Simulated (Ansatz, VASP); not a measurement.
# SiC (V_Si-V_C (Si site 2) axial): VASP beside Ansatz, part 2 of 3

Aim: how closely do two programs agree when they are given the same cell, functional and k mesh? The cell is taken from a series of runs on this material, whose earlier steps may have relaxed, scaled, displaced or heated it; both programs get it as it stands.

VASP 6.6.1 and Ansatz 0.2.0.

So far. Step 3 (VASP: single point, PBE, pair 1): The run ends at a pressure of -0.39 GPa, with forces up to 0.41 eV/Å.

## 5. Ansatz: single point, PBE, pair 2

Level of this step: Ansatz beside VASP: Kohn-Sham DFT, plane waves, PBE (Ansatz).

A single point gives forces, pressure and levels at one fixed geometry, so differences don't come from the geometry; what else differs is listed under the comparison.

The cell is taken from a series of runs on this material, whose earlier steps may have relaxed, scaled, displaced or heated it; both programs get it as it stands.

input.yaml reads:

```yaml
crystal:
  lattice:
    - [9.28241338, 5.35920398, 0.0]
    - [-9.28241348, 5.35920381, 0.0]
    - [0.0, 0.0, 10.12919782]
  atoms:
    - { symbol: Si, position: [0.0002238308, -0.00036399491, 0.50042362169] }
    - { symbol: Si, position: [0.16805889129, 0.33392702367, 0.50043179877] }
[... 6 atom lines left out ...]
    - { symbol: Si, position: [0.33708750749, 0.33505741745, 0.74810726556] }
    - { symbol: Si, position: [2.793831e-05, -0.00100234146, 1.0002482376] }
    - { symbol: Si, position: [0.16855837275, 0.33431014044, 1.00027716222] }
    - { symbol: Si, position: [0.33333270895, 0.16644581748, 1.00058533619] }
[... 6 atom lines left out ...]
    - { symbol: C, position: [0.00105787676, 0.33373395604, 0.43798875832] }
[... 2 atom lines left out ...]
    - { symbol: C, position: [0.00054367623, 0.16699792571, 0.93736260174] }
    - { symbol: C, position: [0.1668402857, -0.00017579274, 0.93777723221] }
    - { symbol: C, position: [0.33677972835, 0.33380581412, 0.9376054399] }
[... 1 atom line left out ...]
    - { symbol: Si, position: [0.16674158928, 0.83326898532, 0.50042822921] }
[... 1 atom line left out ...]
    - { symbol: Si, position: [0.0010359982, 0.83400520464, 0.24967316722] }
[... 2 atom lines left out ...]
    - { symbol: Si, position: [-0.00226823579, 0.66535957441, 0.7481080461] }
[... 1 atom line left out ...]
    - { symbol: Si, position: [0.33416177298, 0.83376331033, 0.7486216455] }
    - { symbol: Si, position: [0.0014669951, 0.50050593562, 1.00058640218] }
    - { symbol: Si, position: [0.16624131488, 0.83315639362, 1.00027564279] }
    - { symbol: Si, position: [0.33476837195, 0.66637124968, 1.00025117485] }
    - { symbol: C, position: [0.0009829913, 0.50040818479, 0.1872311942] }
[... 1 atom line left out ...]
    - { symbol: C, position: [0.33446167912, 0.66722482016, 0.18664393529] }
[... 1 atom line left out ...]
    - { symbol: C, position: [0.16763477037, 0.83321835222, 0.68746627571] }
    - { symbol: C, position: [0.33487276009, 0.66764386418, 0.68749094057] }
    - { symbol: C, position: [0.00049029482, 0.83345031133, 0.43654761949] }
    - { symbol: C, position: [0.16775319351, 0.66703865271, 0.43801624606] }
    - { symbol: C, position: [0.33430672852, 0.50036001668, 0.43654865716] }
    - { symbol: C, position: [-0.00199379451, 0.66441736876, 0.93760599143] }
    - { symbol: C, position: [0.16795788359, 0.50038218717, 0.93777976936] }
[... 4 atom lines left out ...]
    - { symbol: Si, position: [0.500052514, 0.33315178436, 0.25147250422] }
    - { symbol: Si, position: [0.66739852688, 0.16679519404, 0.2495865118] }
[... 5 atom lines left out ...]
    - { symbol: Si, position: [0.66740458427, 0.33396112726, 1.00272202707] }
[... 3 atom lines left out ...]
    - { symbol: C, position: [0.83419020117, 0.16744451269, 0.18664389037] }
[... 1 atom line left out ...]
    - { symbol: C, position: [0.66741947214, 0.32197529801, 0.6824412081] }
[... 3 atom lines left out ...]
    - { symbol: C, position: [0.83401208146, 0.00069569849, 0.43800758041] }
[... 3 atom lines left out ...]
    - { symbol: Si, position: [0.50172963473, 0.50028612984, 0.50264916512] }
[... 1 atom line left out ...]
    - { symbol: Si, position: [0.83306371365, 0.66594772165, 0.50261358741] }
    - { symbol: Si, position: [0.50086904093, 0.83404640983, 0.25016341008] }
[... 1 atom line left out ...]
    - { symbol: Si, position: [0.83474569163, 0.50049188777, 0.25147168215] }
[... 2 atom lines left out ...]
    - { symbol: Si, position: [0.50033220704, 0.50007371657, 1.0023182068] }
[... 1 atom line left out ...]
    - { symbol: Si, position: [0.83446944403, 0.6671399771, 1.00234397395] }
    - { symbol: C, position: [0.5018681892, 0.5003434722, 0.18750738942] }
[... 1 atom line left out ...]
    - { symbol: C, position: [0.83292574877, 0.66586836396, 0.187517051] }
    - { symbol: C, position: [0.48958400804, 0.49989886725, 0.68322434119] }
    - { symbol: C, position: [0.66739648208, 0.83430849925, 0.68719839269] }
    - { symbol: C, position: [0.84525434392, 0.67773339051, 0.68319195375] }
[... 1 atom line left out ...]
    - { symbol: C, position: [0.66739822023, 0.66709740799, 0.43813813627] }
    - { symbol: C, position: [0.83432486458, 0.50044483361, 0.43796910826] }
    - { symbol: C, position: [0.50353238165, 0.66663856214, 0.93759748764] }
    - { symbol: C, position: [0.83125144341, 0.83048229221, 0.93759843032] }
  symmetry: { detect: false }
basis:
  xc_grid: 2
  ecutwfc: 820
hamiltonian:
  xc: pbe
  pseudopotentials: { kind: nc }
kpoints:
  mp_grid: { grid: [1, 1, 1] }
magnetization:
  spin_polarized: true
  initial_magnetization: 2
  spin_locking: { lock_magnetization: hard }
scf:
  occupations: { method: fermi_dirac, width: 0.01 }
  max_iter: 120
  lower_state_search: "off"
  n_extra_bands: 70
  convergence: { dr2_threshold: "1.0e-12 eV" }
output:
  orbitals: { bands: [v30, c30], seedname: "../cc0.nc2" }
checkpoint:
  read: "../cc0.nc0.run"
  write: "../cc0.nc2.run"
  compress: false
  write_wavefunctions: false
  write_every: 100000
```

Launch:

```console
> ansatz run input.yaml --threads 4 --pin off --max-ram 14131MiB --backend cpu --events-out ev --progress --plain --runs-dir out
```

Numbers of over 12 decimals in the logs are rounded to 6 here.

The program printed:

```text
[...]
Crystal: 94 atoms, lattice volume = 1007.781 Å³
Basis set: ecut = 820 eV, 53729 PW (Γ), exchange–correlation on 216×216×192 points (8 copies of the dense FFT grid, shifted against one another)
Bands: 259, of which v1, the nominal top of the filled ones, is band 188 counted from 1 (187 counted from 0)
Symmetry: 1 space group operations
k-points: 1
[...]
SCF iter   7: F=—  HF=-13130.204283 eV  |F-HF|=—  |Δ(HF+E_count)|=   7.78e-8  Δρ=5.71e-7 (↑5.70e-7 ↓5.71e-7)  dr2=2.03e-8  dr2_m=3.52e-10  M=2.000 μB ∫|m|=2.188 μB  β_m=0.92  ethr=5.26e-11  ⟨swp⟩=3.0  Hψ=771  notcnv=0
[...]
Free energy (F): -13130.204283 eV
[...]
Internal energy: -13130.204283 eV  (E = F + TS)
E sigma→0 (E₀):  -13130.204283 eV
Fermi energy:    9.964073 (↑ 10.311422, ↓ 9.808371) eV
[...]
--- Band table (eV) ---
  k-point 0 ↑: bands = [... 184 lower, 8.8687, 8.8694, 8.9740, 9.5270, 9.5370, 11.0841, 11.1032, 11.3350, ... 67 higher]
  k-point 0 ↓: bands = [... 184 lower, 8.9285, 8.9879, 9.2287, 10.3882, 10.4317, 11.1138, 11.1320, 11.3413, ... 67 higher]
```

## 6. VASP: single point, PBE, pair 2

The same cell, functional, mesh and smearing now go to VASP, with its own data sets.

INCAR reads:

```
SYSTEM = SiC
PREC = Accurate
ENCUT = 520
EDIFF = 1E-06
NELM = 200
ISMEAR = -1
SIGMA = 0.01
LREAL = Auto
ALGO = Normal
GGA = PE
NBANDS = 256
ISPIN = 2
MAGMOM = -0 -0 0 -0 -0 -0 0 0 0 0 0 -0 0 -0 -0 0 -0 0 0 0 0 -0 0 0 -0 -0 -0 -0 0 -0 0 0 0 0 0 0 -0 0 -0 -0 -0 -0 0 0 0 -0 0 0 0 0 0.03 0.03 0 0 0 0 -0 0 0 0 0 0 0 0.03 0.03 0.02 0 0.02 0 0 -0 0 -0 0 0.03 0.29 0.03 0 0.02 0 0 0 0 -0 0 -0 0.28 0 0.28 0 0 0 0 0
LORBIT = 11
LWAVE = .FALSE.
LCHARG = .FALSE.
ISIF = 2
NUPDOWN = 2
LASPH = .TRUE.
GGA_COMPAT = .FALSE.
NCORE = 2
```

POSCAR reads:

```
SiC
1.0
    9.2824133794      5.3592039794      0.0000000000
   -9.2824134800      5.3592038053      0.0000000000
    0.0000000000      0.0000000000     10.1291978199
Si C
47 47
Direct
    0.0002238308      0.9996360051      0.5004236217
    0.1680588913      0.3339270237      0.5004317988
[... 6 atom lines left out ...]
    0.3370875075      0.3350574175      0.7481072656
    0.0000279383      0.9989976585      0.0002482376
    0.1685583728      0.3343101404      0.0002771622
    0.3333327090      0.1664458175      0.0005853362
[... 6 atom lines left out ...]
    0.9977317642      0.6653595744      0.7481080461
[... 2 atom lines left out ...]
    0.0014669951      0.5005059356      0.0005864022
    0.1662413149      0.8331563936      0.0002756428
    0.3347683719      0.6663712497      0.0002511749
[... 1 atom line left out ...]
    0.6674009581      0.3348946628      0.5016545514
[... 1 atom line left out ...]
    0.5000525140      0.3331517844      0.2514725042
[... 2 atom lines left out ...]
    0.5016185744      0.1700427733      0.7482594687
[... 1 atom line left out ...]
    0.8331976266      0.3358145045      0.7482602118
    0.5015006463      0.0017935294      0.0002477200
    0.6674045843      0.3339611273      0.0027220271
    0.8332982932      0.1676874424      0.0002483773
    0.5017296347      0.5002861298      0.5026491651
[... 1 atom line left out ...]
    0.8330637137      0.6659477216      0.5026135874
[... 1 atom line left out ...]
    0.6673930452      0.6675510368      0.2515347799
    0.8347456916      0.5004918878      0.2514716822
    0.5026042355      0.6652880964      0.7481269611
    0.8321766608      0.8300749648      0.7481293100
    0.5003322070      0.5000737166      0.0023182068
    0.6673930552      0.8341751607      0.0005720783
    0.8344694440      0.6671399771      0.0023439739
[... 4 atom lines left out ...]
    0.1671616901      0.3329742313      0.6874670841
    0.3331262181      0.1661984389      0.6871602024
[... 5 atom lines left out ...]
    0.3367797284      0.3338058141      0.9376054399
[... 3 atom lines left out ...]
    0.0016830186      0.5004688839      0.6871592400
[... 1 atom line left out ...]
    0.3348727601      0.6676438642      0.6874909406
[... 3 atom lines left out ...]
    0.9980062055      0.6644173688      0.9376059914
[... 3 atom lines left out ...]
    0.6673996169      0.3349420935      0.1877384381
[... 1 atom line left out ...]
    0.5003135640      0.0005804988      0.6874412194
    0.6674194721      0.3219752980      0.6824412081
[... 1 atom line left out ...]
    0.5004782059      0.3335258031      0.4379740359
[... 2 atom lines left out ...]
    0.5011092629      0.1704008819      0.9376361608
[... 1 atom line left out ...]
    0.8336946567      0.3366856436      0.9376355030
    0.5018681892      0.5003434722      0.1875073894
[... 1 atom line left out ...]
    0.8329257488      0.6658683640      0.1875170510
    0.4895840080      0.4998988673      0.6832243412
    0.6673964821      0.8343084992      0.6871983927
    0.8452543439      0.6777333905      0.6831919537
[... 1 atom line left out ...]
    0.6673982202      0.6670974080      0.4381381363
    0.8343248646      0.5004448336      0.4379691083
    0.5035323816      0.6666385621      0.9375974876
    0.8312514434      0.8304822922      0.9375984303
```

KPOINTS reads:

```
Automatic mesh
0
Gamma
1 1 1
0 0 0
```

PAW data sets: Si and C (PBE family, release 64).

Launch:

```console
> mpirun -np 8 vasp_gam
```

The program printed:

```text
[... set-up lines as in an earlier step ...]
 entering main loop
       N       E                     dE             d eps       ncg     rms          rms(c)
DAV:   1     0.224257798149E+04    0.22426E+04   -0.19511E+05  1024   0.140E+03
DAV:   2    -0.531156538364E+03   -0.27737E+04   -0.25942E+04  1328   0.279E+02
DAV:   3    -0.778438352930E+03   -0.24728E+03   -0.24414E+03  1248   0.806E+01
DAV:   4    -0.785080686195E+03   -0.66423E+01   -0.66104E+01  1248   0.147E+01
[...]
DAV:  16    -0.699955260513E+03   -0.33584E-05   -0.64135E-06  1200   0.496E-03    0.612E-03
DAV:  17    -0.699955263038E+03   -0.25252E-05   -0.29156E-06   880   0.318E-03    0.283E-03
DAV:  18    -0.699955263789E+03   -0.75094E-06   -0.47370E-07   616   0.140E-03
   1 F= -.69995526E+03 E0= -.69995526E+03  d E =-.142691E-10  mag=     2.0000
```

Parts of OUTCAR (step 6):

```text
  FREE ENERGIE OF THE ION-ELECTRON SYSTEM (eV)
  ---------------------------------------------------
  free  energy   TOTEN  =      -699.9552637890 eV

  energy  without entropy=     -699.9552637890  energy(sigma->0) =     -699.95526379

 magnetization (x)
# of ion       s       p       d       tot
------------------------------------------
    1       -0.000  -0.000   0.000  -0.001
    2       -0.000  -0.000   0.000  -0.001
    3       -0.000   0.000   0.000  -0.000
    4       -0.000   0.000   0.000  -0.000
    5       -0.000   0.000   0.000  -0.000
    6       -0.000   0.000   0.000  -0.000
    7       -0.001   0.006   0.000   0.005
    8       -0.000   0.001   0.000   0.000
    9       -0.001  -0.002   0.000  -0.004
   10        0.000   0.001   0.000   0.001
   11        0.000   0.001   0.000   0.001
   12       -0.000   0.000   0.000  -0.000
   13       -0.000   0.000   0.000  -0.000
[...]
--------------------------------------------------
tot          0.071   0.942   0.000   1.013
```

The run ends at a pressure of -0.37 GPa, with forces up to 0.20 eV/Å.

## 7. Comparison

Compared:

```tsv
quantity	Ansatz	VASP	difference
total moment, fixed by the input (μB)	2.00	2.00	0.00
moment on C76 (μB)	0.29	0.27	+0.02
moment on C87 (μB)	0.28	0.26	+0.02
moment on C89 (μB)	0.28	0.26	+0.02
```

## 8. Ansatz: single point, PBE, pair 3

A single point gives forces, pressure and levels at one fixed geometry, so differences don't come from the geometry; what else differs is listed under the comparison.

The cell is taken from a series of runs on this material, whose earlier steps may have relaxed, scaled, displaced or heated it; both programs get it as it stands.

input.yaml reads:

```yaml
crystal:
  lattice:
    - [9.28241338, 5.35920398, 0.0]
    - [-9.28241348, 5.35920381, 0.0]
    - [0.0, 0.0, 10.12919782]
  atoms:
    - { symbol: Si, position: [0.00018782988, -0.00027498623, 0.5002612182] }
    - { symbol: Si, position: [0.16809326386, 0.33375119315, 0.50025611721] }
[... 6 atom lines left out ...]
    - { symbol: Si, position: [0.33701381929, 0.33424624232, 0.74848559238] }
    - { symbol: Si, position: [0.00018627051, -0.00093503426, 1.00038429434] }
    - { symbol: Si, position: [0.16890488513, 0.33447732107, 1.0003569747] }
    - { symbol: Si, position: [0.33351574688, 0.16632103628, 1.00078186667] }
[... 6 atom lines left out ...]
    - { symbol: C, position: [0.00119907263, 0.33371825856, 0.43802929153] }
[... 2 atom lines left out ...]
    - { symbol: C, position: [0.0009244684, 0.16705217602, 0.93739412509] }
    - { symbol: C, position: [0.16684615389, -0.00021865712, 0.93781204118] }
    - { symbol: C, position: [0.33787836906, 0.33430394622, 0.93767427907] }
[... 1 atom line left out ...]
    - { symbol: Si, position: [0.1667052978, 0.83305628953, 0.5002548637] }
[... 1 atom line left out ...]
    - { symbol: Si, position: [0.00109150368, 0.83403670395, 0.2495800082] }
[... 2 atom lines left out ...]
    - { symbol: Si, position: [-0.00222270714, 0.66464534985, 0.74848352735] }
[... 1 atom line left out ...]
    - { symbol: Si, position: [0.33397013743, 0.83361867769, 0.74880901581] }
    - { symbol: Si, position: [0.00128111524, 0.50021272995, 1.00078034811] }
    - { symbol: Si, position: [0.16589348166, 0.83296994031, 1.00035635906] }
    - { symbol: Si, position: [0.33461852986, 0.66627593725, 1.0003832701] }
    - { symbol: C, position: [0.00097772228, 0.50030749232, 0.18728117427] }
[... 1 atom line left out ...]
    - { symbol: C, position: [0.33448522131, 0.66715140931, 0.18669746453] }
[... 1 atom line left out ...]
    - { symbol: C, position: [0.16671077314, 0.83260970539, 0.6874038992] }
    - { symbol: C, position: [0.33481259358, 0.66750798889, 0.68737781659] }
    - { symbol: C, position: [0.00046048861, 0.83341411273, 0.43670012312] }
    - { symbol: C, position: [0.1677638564, 0.66693586346, 0.43800064987] }
    - { symbol: C, position: [0.33433773704, 0.50035142033, 0.43670327561] }
    - { symbol: C, position: [-0.00307560467, 0.6638302854, 0.93766958771] }
    - { symbol: C, position: [0.16795363155, 0.50033385569, 0.93781532198] }
[... 4 atom lines left out ...]
    - { symbol: Si, position: [0.50007350378, 0.33289404196, 0.25138547321] }
    - { symbol: Si, position: [0.66739992077, 0.16658021638, 0.24967528699] }
[... 5 atom lines left out ...]
    - { symbol: Si, position: [0.66739134928, 0.33280189568, 1.00307629449] }
[... 3 atom lines left out ...]
    - { symbol: C, position: [0.83427188255, 0.16741520773, 0.18669589624] }
[... 1 atom line left out ...]
    - { symbol: C, position: [0.66738581738, 0.32254904245, 0.68261998796] }
[... 3 atom lines left out ...]
    - { symbol: C, position: [0.83404946804, 0.00073465999, 0.43800763274] }
[... 3 atom lines left out ...]
    - { symbol: Si, position: [0.50193712736, 0.50042558262, 0.50068421537] }
[... 1 atom line left out ...]
    - { symbol: Si, position: [0.83286592251, 0.6658967617, 0.50071867628] }
    - { symbol: Si, position: [0.5008197387, 0.83404337018, 0.25016205991] }
[... 1 atom line left out ...]
    - { symbol: Si, position: [0.83472508674, 0.50022391074, 0.25138770164] }
[... 2 atom lines left out ...]
    - { symbol: Si, position: [0.50058474704, 0.50065940554, 1.00347056562] }
[... 1 atom line left out ...]
    - { symbol: Si, position: [0.83419285712, 0.66746157923, 1.00344282202] }
    - { symbol: C, position: [0.50193066119, 0.50037261285, 0.18801825256] }
[... 1 atom line left out ...]
    - { symbol: C, position: [0.83286600977, 0.66584043661, 0.18800465445] }
    - { symbol: C, position: [0.48903643961, 0.50082371565, 0.6818421203] }
    - { symbol: C, position: [0.66740490218, 0.83487328462, 0.68710760036] }
    - { symbol: C, position: [0.84575452556, 0.6791917144, 0.68186567401] }
[... 1 atom line left out ...]
    - { symbol: C, position: [0.66740256841, 0.66739790203, 0.43771653741] }
    - { symbol: C, position: [0.83425659745, 0.50026936929, 0.43788495196] }
    - { symbol: C, position: [0.50372872891, 0.6666991488, 0.93767922732] }
    - { symbol: C, position: [0.83108653501, 0.83039069851, 0.9376771633] }
  symmetry: { detect: false }
basis:
  xc_grid: 2
  ecutwfc: 820
hamiltonian:
  xc: pbe
  pseudopotentials: { kind: nc }
kpoints:
  mp_grid: { grid: [1, 1, 1] }
magnetization:
  spin_polarized: true
  initial_magnetization: 2
  spin_locking: { lock_magnetization: hard }
scf:
  occupations: { method: fermi_dirac, width: 0.01 }
  max_iter: 120
  lower_state_search: "off"
  n_extra_bands: 70
  convergence: { dr2_threshold: "1.0e-12 eV" }
output:
  orbitals: { bands: [v30, c30], seedname: "../cc0.nc3" }
checkpoint:
  read: "../cc0.nc0.run"
  write: "../cc0.nc3.run"
  compress: false
  write_wavefunctions: false
  write_every: 100000
```

Launch:

```console
> ansatz run input.yaml --threads 4 --pin off --max-ram 14131MiB --backend cpu --events-out ev --progress --plain --runs-dir out
```

The program printed:

```text
[...]
Crystal: 94 atoms, lattice volume = 1007.781 Å³
Basis set: ecut = 820 eV, 53729 PW (Γ), exchange–correlation on 216×216×192 points (8 copies of the dense FFT grid, shifted against one another)
Bands: 259, of which v1, the nominal top of the filled ones, is band 188 counted from 1 (187 counted from 0)
Symmetry: 1 space group operations
k-points: 1
[...]
SCF iter   7: F=—  HF=-13130.204185 eV  |F-HF|=—  |Δ(HF+E_count)|=   8.43e-8  Δρ=6.52e-7 (↑6.29e-7 ↓6.52e-7)  dr2=2.50e-8  dr2_m=4.27e-10  M=2.000 μB ∫|m|=2.189 μB  β_m=0.91  ethr=5.98e-11  ⟨swp⟩=3.0  Hψ=757  notcnv=0  defer=1
[...]
Free energy (F): -13130.204185 eV
[...]
Internal energy: -13130.204185 eV  (E = F + TS)
E sigma→0 (E₀):  -13130.204185 eV
Fermi energy:    10.043582 (↑ 10.350939, ↓ 9.888597) eV
[...]
--- Band table (eV) ---
  k-point 0 ↑: bands = [... 184 lower, 8.8601, 8.8612, 8.9740, 9.5970, 9.6061, 11.0938, 11.1130, 11.3190, ... 67 higher]
  k-point 0 ↓: bands = [... 184 lower, 8.9187, 8.9899, 9.2995, 10.4778, 10.5203, 11.1226, 11.1407, 11.3251, ... 67 higher]
```

(Continued in part 3 of 3.)

[Lines on the potential files, build, host, timing and source positions are cut from VASP's logs without a mark.]

[Logs are printed without paths, hosts, clocks, repeated set-up lines and the standing remarks that a program may print on its own settings, such as how far it seeks lower states.]

[Hosts, paths, dates, database ids (printed as entryN), source tags and the programs' standing remarks are cut or masked in the printed files.]
